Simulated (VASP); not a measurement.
Output of a VASP run:

File OSZICAR:
```
       N       E                     dE             d eps       ncg     rms          rms(c)
DAV:   1     0.546008468736E+02    0.54601E+02   -0.66535E+03   462   0.135E+03
DAV:   2    -0.114884141236E+02   -0.66089E+02   -0.61936E+02   622   0.246E+02
DAV:   3    -0.188299151141E+02   -0.73415E+01   -0.73099E+01   693   0.781E+01
DAV:   4    -0.197630110340E+02   -0.93310E+00   -0.93234E+00   743   0.215E+01
DAV:   5    -0.197775840431E+02   -0.14573E-01   -0.14571E-01   618   0.328E+00    0.982E+00
DAV:   6    -0.158993668770E+02    0.38782E+01   -0.25558E+01   543   0.234E+01    0.460E+00
DAV:   7    -0.157130192619E+02    0.18635E+00   -0.14990E+00   613   0.727E+00    0.227E+00
DAV:   8    -0.156373279556E+02    0.75691E-01   -0.37739E-01   555   0.502E+00    0.123E+00
DAV:   9    -0.156254380269E+02    0.11890E-01   -0.49386E-02   573   0.154E+00    0.346E-01
DAV:  10    -0.156263655523E+02   -0.92753E-03   -0.32640E-03   608   0.357E-01    0.759E-02
DAV:  11    -0.156262771608E+02    0.88392E-04   -0.13356E-03   593   0.178E-01    0.368E-02
DAV:  12    -0.156262813599E+02   -0.41992E-05   -0.18870E-04   572   0.802E-02    0.125E-02
DAV:  13    -0.156262765084E+02    0.48515E-05   -0.37241E-05   595   0.321E-02    0.139E-03
DAV:  14    -0.156262759933E+02    0.51510E-06   -0.12330E-06   462   0.977E-03
   1 F= -.15626276E+02 E0= -.15626276E+02  d E =-.156263E+02
       N       E                     dE             d eps       ncg     rms          rms(c)
DAV:   1    -0.156280011091E+02   -0.17246E-02   -0.29523E-02   489   0.178E+00    0.256E-01
DAV:   2    -0.156271735540E+02    0.82756E-03   -0.10715E-02   582   0.672E-01    0.135E-01
DAV:   3    -0.156269999020E+02    0.17365E-03   -0.78663E-04   558   0.195E-01    0.847E-02
DAV:   4    -0.156269108716E+02    0.89030E-04   -0.16557E-04   736   0.104E-01    0.171E-02
DAV:   5    -0.156269166700E+02   -0.57984E-05   -0.30947E-05   566   0.538E-02    0.480E-03
DAV:   6    -0.156269169424E+02   -0.27247E-06   -0.12333E-06   343   0.121E-02
   2 F= -.15626917E+02 E0= -.15626917E+02  d E =-.640949E-03
       N       E                     dE             d eps       ncg     rms          rms(c)
DAV:   1    -0.156282928656E+02   -0.13762E-02   -0.33869E-02   480   0.191E+00    0.273E-01
DAV:   2    -0.156273504820E+02    0.94238E-03   -0.12160E-02   573   0.719E-01    0.144E-01
DAV:   3    -0.156271537038E+02    0.19678E-03   -0.88173E-04   555   0.208E-01    0.906E-02
DAV:   4    -0.156270558863E+02    0.97818E-04   -0.18905E-04   736   0.111E-01    0.183E-02
DAV:   5    -0.156270619529E+02   -0.60666E-05   -0.35353E-05   563   0.578E-02    0.510E-03
DAV:   6    -0.156270622474E+02   -0.29456E-06   -0.14722E-06   374   0.129E-02
   3 F= -.15627062E+02 E0= -.15627062E+02  d E =-.786254E-03
```

File OUTCAR:
```
------------------------ aborting loop because EDIFF is reached ----------------------------------------
  FORCE on cell =-STRESS in cart. coord.  units (eV):
  Direction    XX          YY          ZZ          XY          YZ          ZX
  --------------------------------------------------------------------------------------
  Total        0.0234001      0.0234001      0.0249486      0.0000000     -0.0000000     -0.0000000
  in kB        0.8485362      0.8485363      0.9046892      0.0000000     -0.0000000     -0.0000000
  external PRESSURE =       0.8672539 kB  Pullay stress =       0.0000000 kB
  volume of cell :       44.18
      direct lattice vectors                 reciprocal lattice vectors
     1.816315503 -3.145951007  0.000000000     0.275282570 -0.158934452 -0.000000000
     1.816315503  3.145951007 -0.000000000     0.275282570  0.158934452 -0.000000000
     0.000000000  0.000000000  3.866200263    -0.000000000  0.000000000  0.258651889
 POSITION                                       TOTAL-FORCE (eV/Angst)
 -----------------------------------------------------------------------------------
      1.81632      1.04865      3.86620         0.000000      0.000000      0.000000
      1.81632     -1.04865      0.00000        -0.000000     -0.000000     -0.000000
      0.00000      0.00000      1.93310        -0.000000      0.000000      0.000000
      0.00000      0.00000      0.00000        -0.000000      0.000000      0.000000
 -----------------------------------------------------------------------------------
    total drift:                                0.000000     -0.000000      0.000000
  FREE ENERGIE OF THE ION-ELECTRON SYSTEM (eV)
  ---------------------------------------------------
  free  energy   TOTEN  =       -15.6270622474 eV

  energy  without entropy=      -15.6270622474  energy(sigma->0) =      -15.62706225

 reached required accuracy - stopping structural energy minimisation
```
(Selected blocks of OUTCAR.)

### POSCAR
```
Li3N
1
    1.8250000000    -3.1609930000     0.0000000000
    1.8250000000     3.1609930000     0.0000000000
    0.0000000000     0.0000000000     3.8700000000
Li N
3 1
Direct
  0.3333330000   0.6666670000   0.0000000000
  0.6666670000   0.3333330000   0.0000000000
  0.0000000000   0.0000000000   0.5000000000
  0.0000000000   0.0000000000   0.0000000000
```

**Question.** Reconstruct the remaining input files.

**Answer.** This is not unique; one that fits is the input of the run itself, PBE GGA, plane waves, VASP's PBE PAW potentials (set 64).

### INCAR
```
EDIFF  =  1E-6   ! SCF stop (eV)
ISIF  =  3
NELM  =  100
LREAL  =  .FALSE.
LASPH  =  .TRUE.
ALGO  =  Normal
PREC  =  Accurate
ISMEAR  =  0   ! Gaussian
SYSTEM  =  Li3N
NSW  =  60   ! most ionic steps
LWAVE  =  .FALSE.
GGA  =  PE   ! PBE
LCHARG  =  .FALSE.
ENCUT  =  520   ! plane-wave cut-off (eV)
EDIFFG  =  -0.02
IBRION  =  2   ! conjugate gradients
SIGMA  =  0.05
```

**KPOINTS**
```
K-points
0
Gamma
 6 6 5
```

POTCAR, in this order: Li_sv N (PBE.64 set). Program: vasp_std.

The compound is Li3N in the alpha structure. This run relaxes it. Symmetry was kept, so distortions that lower it aren't found. The start is the result of an earlier pass.
